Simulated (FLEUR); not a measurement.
Runs of FLEUR MaX-R8.1 (later development tree) on KTaO3. It takes space group Pm-3m (No. 221, cubic). Conventional cell: a = 3.988 Å, b = 3.988 Å, c = 3.988 Å, α = 90.00°, β = 90.00°, γ = 90.00°. Ta (site symmetry m-3m) is surrounded by 6 O at 1.99 Å. K (site symmetry m-3m) is surrounded by 12 O at 2.82 Å. O (site symmetry 4/mmm) has 2 Ta at 1.99 Å as nearest neighbours. 

```csv
task,level,spin,k mesh,gmax,muffin-tin radii,max iterations,mixing factor,mixer,kmax,gap on the mesh (eV),V0 of scaled cells (Å³/atom),B0 (GPa)
band structure,PBEsol,"SOC, no magnetisation",5 × 5 × 5,16.8 1/bohr,"Ta 2.16, K 2.66, O 1.33 bohr",60,0.05,Anderson,5.41 1/bohr,2.08,-,-
equation of state,PBE,off,7 × 7 × 7,17.3 1/bohr,"Ta 2.09, K 2.66, O 1.29 bohr",-,-,-,5.58 1/bohr,-,13.05,186
single point,PBE,off,7 × 7 × 7,17.3 1/bohr,"Ta 2.09, K 2.66, O 1.29 bohr",60,0.05,Anderson,5.58 1/bohr,(b),-,-
equation of state,PBEsol,off,7 × 7 × 7,17.3 1/bohr,"Ta 2.09, K 2.66, O 1.29 bohr",-,-,-,5.58 1/bohr,-,(a),201
band structure,PBEsol,off,7 × 7 × 7,16.8 1/bohr,"Ta 2.16, K 2.66, O 1.33 bohr",60,0.05,Anderson,5.41 1/bohr,2.20,-,-
```

Alike in all rows: potentials or basis all-electron, FLAPW; cell as given; smearing fermi-dirac 0.05 eV.

Estimate the missing entries.

(a) 12.66; (b) 2.29.

Caveats: the cutoff is high for the widest sphere, where the basis turns nearly dependent and energies can drift low (some runs); spin-orbit coupling is left out, which moves the levels of the heavy elements (some runs); spin-orbit coupling is added in second variation on a limited number of bands (some runs); the mesh misses the band edges, which the band path finds closer together (some runs); an odd mesh through Γ misses points on the zone boundary, where band edges often lie (some runs).

A k mesh can miss the band edges, and rows without SOC leave out spin-orbit coupling on Ta.
